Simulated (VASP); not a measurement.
FeO:

```
Fe O
1.0
     0.00000    2.15540    2.15540
     2.15540    0.00000    2.15540
     2.15540    2.15540    0.00000
Fe O
1 1
Direct
  0.00000 0.00000 0.00000
  0.50000 0.50000 0.50000
```

Base run:

```yaml
Program: VASP 6.6.1
Functional: PBE
Potentials_or_basis: VASP PAW PBE potentials, release 64 (Fe, O)
Cutoff: 520 eV
k_mesh: 8 × 8 × 8
Occupations: gaussian, width 0.05 eV
Spin: collinear spin, ferromagnetic start
Starting_moments: "[3.0, 0.0] μB"
Hubbard_terms: Fe d U = 5 eV
```

Its results: band gap on the k mesh none (metal or under the smearing width); pressure -0.7 GPa.

Task: The run is repeated on the same cell with these changes: spin from collinear spin, ferromagnetic start to no spin polarisation; further incar settings from ALGO = Fast; EDIFF = 1e-06 to ALGO = Normal; EDIFF = 1e-07; NBANDS = 14. What comes out?

Result: Band gap on the k mesh 2.90 eV, indirect (least direct gap 3.27 eV); pressure -16.8 GPa.

Caveats: a cell with one magnetic atom can't hold antiferromagnetic order, which such compounds often take (some runs).

A k mesh can miss the band edges.
